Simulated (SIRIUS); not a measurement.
# MoS2 (P6_3/mmc) in SIRIUS: reference runs

Reference runs on MoS2: the cell as given.

Everything below comes from runs of SIRIUS 7.12.0. Logs are shortened: lines on timing, memory, paths and dates and some standing lists are left out, and cuts for length are marked. The log counts tension as positive stress, the text compression.

## (1) Starting point

Symmetry: P6_3/mmc, No. 194, hexagonal system. Conventional cell: a = 3.169 Å, b = 3.169 Å, c = 12.324 Å, α = 90.00°, β = 90.00°, γ = 120.00°. Mo (site symmetry -6m2) is surrounded by 6 S at 2.41 Å. S (site symmetry 3m) has 3 Mo at 2.41 Å as nearest neighbours.

## (2) Single point, PBEsol

File sirius.json:

```json
{
  "control": {
    "processing_unit": "cpu",
    "verbosity": 2,
    "num_bands_to_print": 37,
    "print_forces": true,
    "print_stress": true
  },
  "parameters": {
    "electronic_structure_method": "pseudopotential",
    "xc_functionals": ["XC_GGA_X_PBE_SOL", "XC_GGA_C_PBE_SOL"],
    "gk_cutoff": 9.0,
    "pw_cutoff": 18.0,
    "ngridk": [10, 10, 3],
    "shiftk": [0, 0, 0],
    "smearing": "fermi_dirac",
    "smearing_width": 0.0018374661,
    "num_bands": 37,
    "num_mag_dims": 0,
    "num_dft_iter": 100,
    "energy_tol": 1e-08,
    "density_tol": 1e-06
  },
  "iterative_solver": {
    "type": "davidson",
    "min_tolerance": 1e-10
  },
  "mixer": {
    "type": "anderson",
    "beta": 0.7,
    "max_history": 8
  },
  "settings": {
    "tol_ne": 1e-10,
    "pseudo_grid_cutoff": 6.5
  },
  "unit_cell": {
    "lattice_vectors": [
      [1.0, 0.0, 0.0],
      [-0.5, 0.866025403787, 0.0],
      [0.0, 0.0, 3.888923950773]
    ],
    "lattice_vectors_scale": 5.9885420889,
    "atom_coordinate_units": "lattice",
    "atom_types": ["Mo", "S"],
    "atom_files": {
      "S": "S.json",
      "Mo": "Mo.json"
    },
    "atoms": {
      "Mo": [
        [0.6666666667, 0.3333333333, 0.75],
        [0.3333333333, 0.6666666667, 0.25]
      ],
      "S": [
        [0.6666666667, 0.3333333333, 0.377],
        [0.3333333333, 0.6666666667, 0.877],
        [0.6666666667, 0.3333333333, 0.123],
        [0.3333333333, 0.6666666667, 0.623]
      ]
    }
  }
}
```

Potentials or basis: PseudoDojo 0.4.1 PBEsol standard (scalar relativistic).

Started as:

```bash
$ upf_to_json S.upf
$ upf_to_json Mo.upf
$ OMP_NUM_THREADS=1 sirius.scf --input=sirius.json --output=out.json --task=0
```

Log:

```text
[info] SIRIUS version : 7.12.0
[info] number of MPI ranks           : 1
[info] MPI grid                      : 1 1
[info] maximum number of OMP threads : 1
[fft] FFT context for density and potential
[fft] =====================================
[fft]   comm size                             : 1
[fft]   plane wave cutoff                     : 18
[fft]   grid size                             : 40 40 144   total : 230400
[fft]   grid limits                           : -19 20   -19 20   -71 72
[fft]   number of G-vectors within the cutoff : 35635
[fft]   local number of G-vectors             : 35635
[fft]   number of G-shells                    : 3651
[fft] FFT context for coarse grid
[fft] =====================================
[fft]   comm size                             : 1
[fft]   plane wave cutoff                     : 18
[fft]   grid size                             : 40 40 144   total : 230400
[fft]   grid limits                           : -19 20   -19 20   -71 72
[fft]   number of G-vectors within the cutoff : 35635
[fft]   local number of G-vectors             : 35635
[fft]   number of G-shells                    : 3651
[unit cell] lattice vectors
[unit cell]   a1 :       5.9885420889      0.0000000000      0.0000000000
[unit cell]   a2 :      -2.9942710445      5.1862295806      0.0000000000
[unit cell]   a3 :       0.0000000000      0.0000000000     23.2889847597
[unit cell] reciprocal lattice vectors
[unit cell]   b1 :       1.0492011601      0.6057565722     -0.0000000000
[unit cell]   b2 :       0.0000000000      1.2115131445      0.0000000000
[unit cell]   b3 :       0.0000000000     -0.0000000000      0.2697921516
[unit cell] unit cell volume :       723.30822032 [a.u.^3]
[unit cell] 1/sqrt(omega)    :         0.03718248
[unit cell] MT volume        :         0.00000000 ( 0.00%)
[unit cell] IT volume        :       723.30822032 (100.00%)
[unit cell] number of atom types : 2
[unit cell] type id : 0 symbol : Mo mt_radius :  16.390000 num_atoms : 2
[unit cell] type id : 1 symbol :  S mt_radius :  11.450000 num_atoms : 4
[unit cell] total number of atoms : 6
[unit cell] number of symmetry classes : 2
[unit cell] number of PAW atoms : 0
[unit cell] atom id  type id  class id             position                      vector_field
[unit cell] ------------------------------------------------------------------------------------------
[unit cell]      0        0        0      0.66667   0.33333   0.75000      0.00000   0.00000   0.00000
[unit cell]      1        0        0      0.33333   0.66667   0.25000      0.00000   0.00000   0.00000
[unit cell]      2        1        1      0.66667   0.33333   0.37700      0.00000   0.00000   0.00000
[unit cell]      3        1        1      0.33333   0.66667   0.87700      0.00000   0.00000   0.00000
[unit cell]      4        1        1      0.66667   0.33333   0.12300      0.00000   0.00000   0.00000
[unit cell]      5        1        1      0.33333   0.66667   0.62300      0.00000   0.00000   0.00000
[unit cell] atom id         position (Cartesian, a.u.)
[unit cell] ---------------------------------------------
[... 454 lines left out ...]
[ground_state] -16199.861807    0.000000    0.000000
[ground_state]     0.000000-16199.861807   -0.000000
[ground_state]     0.000000   -0.000000-16303.529940
[ground_state] === stress_har ===
[ground_state] -15237.812103    0.000000    0.000000
[ground_state]     0.000000-15237.812103   -0.000000
[ground_state]     0.000000   -0.000000 8541.387695
[ground_state] === stress_ewald ===
[ground_state]  6550.303700    0.000000    0.000000
[ground_state]     0.000000 6550.303700    0.000000
[ground_state]     0.000000    0.00000035648.106419
[ground_state] === stress_vloc ===
[ground_state] 33936.543867    0.000000   -0.000000
[ground_state]     0.00000033936.543867    0.000000
[ground_state]    -0.000000    0.000000-18820.962552
[ground_state] === stress_xc ===
[ground_state]   187.417268    0.000000    0.000000
[ground_state]     0.000000  187.417268   -0.000000
[ground_state]     0.000000   -0.000000  187.613251
[ground_state] === stress_core ===
[ground_state]  3645.991736   -0.000000    0.000000
[ground_state]    -0.000000 3645.991736    0.000000
[ground_state]     0.000000    0.000000 3649.779524
[ground_state] === stress_nonloc ===
[ground_state] -12850.516155    0.000000    0.000000
[ground_state]     0.000000-12850.516155    0.000000
[ground_state]     0.000000    0.000000-12879.458537
[ground_state] === stress_us_nl ===
[ground_state] -12850.516155    0.000000    0.000000
[ground_state]     0.000000-12850.516155    0.000000
[ground_state]     0.000000    0.000000-12879.458537
[ground_state] === stress_total ===
[ground_state]    32.066506    0.000000    0.000000
[ground_state]     0.000000   32.066506   -0.000000
[ground_state]     0.000000   -0.000000   22.935861
[ground_state] ==== total Forces in Ha/bohr =====
[ground_state] atom:    0, force:       0.0000000     -0.0000000     -0.0000000
[ground_state] atom:    1, force:       0.0000000      0.0000000      0.0000000
[ground_state] atom:    2, force:      -0.0000000     -0.0000000     -0.0059258
[ground_state] atom:    3, force:       0.0000000      0.0000000     -0.0059258
[ground_state] atom:    4, force:      -0.0000000     -0.0000000      0.0059258
[ground_state] atom:    5, force:       0.0000000      0.0000000      0.0059258
[ground_state] ==== ultrasoft contribution from Qij =====
[ground_state] atom:    0, force:       0.0000000      0.0000000      0.0000000
[ground_state] atom:    1, force:       0.0000000      0.0000000      0.0000000
[ground_state] atom:    2, force:       0.0000000      0.0000000      0.0000000
[ground_state] atom:    3, force:       0.0000000      0.0000000      0.0000000
[ground_state] atom:    4, force:       0.0000000      0.0000000      0.0000000
[ground_state] atom:    5, force:       0.0000000      0.0000000      0.0000000
[ground_state] ==== non-local contribution from Beta-projector =====
[ground_state] atom:    0, force:       0.0000000     -0.0000000     -0.0000000
[ground_state] atom:    1, force:       0.0000000      0.0000000      0.0000000
[ground_state] atom:    2, force:      -0.0000000     -0.0000000     -0.1301993
[ground_state] atom:    3, force:       0.0000000      0.0000000     -0.1301993
[ground_state] atom:    4, force:      -0.0000000     -0.0000000      0.1301993
[ground_state] atom:    5, force:       0.0000000      0.0000000      0.1301993
[ground_state] ==== contribution from local potential =====
[ground_state] atom:    0, force:       0.0000000      0.0000000      0.0000000
[ground_state] atom:    1, force:       0.0000000     -0.0000000     -0.0000000
[ground_state] atom:    2, force:      -0.0000000      0.0000000     -6.9188563
[ground_state] atom:    3, force:      -0.0000000     -0.0000000     -6.9188563
[ground_state] atom:    4, force:       0.0000000      0.0000000      6.9188563
[ground_state] atom:    5, force:       0.0000000      0.0000000      6.9188563
[ground_state] ==== contribution from core density =====
[ground_state] atom:    0, force:       0.0000000      0.0000000      0.0000000
[ground_state] atom:    1, force:      -0.0000000     -0.0000000      0.0000000
[ground_state] atom:    2, force:      -0.0000000     -0.0000000      0.0023749
[ground_state] atom:    3, force:       0.0000000      0.0000000      0.0023749
[ground_state] atom:    4, force:      -0.0000000     -0.0000000     -0.0023749
[ground_state] atom:    5, force:      -0.0000000      0.0000000     -0.0023749
[ground_state] ==== Ewald forces from ions =====
[ground_state] atom:    0, force:       0.0000000     -0.0000000      0.0000000
[ground_state] atom:    1, force:       0.0000000      0.0000000      0.0000000
[ground_state] atom:    2, force:       0.0000000      0.0000000      7.0407548
[ground_state] atom:    3, force:      -0.0000000      0.0000000      7.0407548
[ground_state] atom:    4, force:       0.0000000     -0.0000000     -7.0407548
[ground_state] atom:    5, force:       0.0000000      0.0000000     -7.0407548
[~DFT_ground_state] local op. applied: 50721
[~DFT_ground_state] evp. work count: 5244.28
[~DFT_ground_state] number of iterative solver steps: 2528
```

Wall time 4.5 min (1 thread of Intel Xeon 6975P-C (Granite Rapids), shared host); peak memory 1 GiB.

Results:

```
Free energy            : -5029.5617 eV
Pressure               : -2.9 GPa
Largest force          : 0.305 eV/Å
Band gap on the k mesh : 0.89 eV
```

Forces on the atoms (eV/Å):
```
Mo   0.000  0.000  0.000
Mo   0.000  0.000  0.000
S    0.000  0.000 -0.305
S    0.000  0.000 -0.305
S    0.000  0.000  0.305
S    0.000  0.000  0.305
```

Stress tensor (GPa, compression positive):
```
-3.21  0.00  0.00
 0.00 -3.21  0.00
 0.00  0.00 -2.29
```

Caveat: an odd mesh through Γ misses points on the zone boundary, where band edges often lie; this functional lacks dispersion, which binds the layers, so the pressure and a relaxed spacing across them are unreliable.

(Continued in part 2 of 2.)
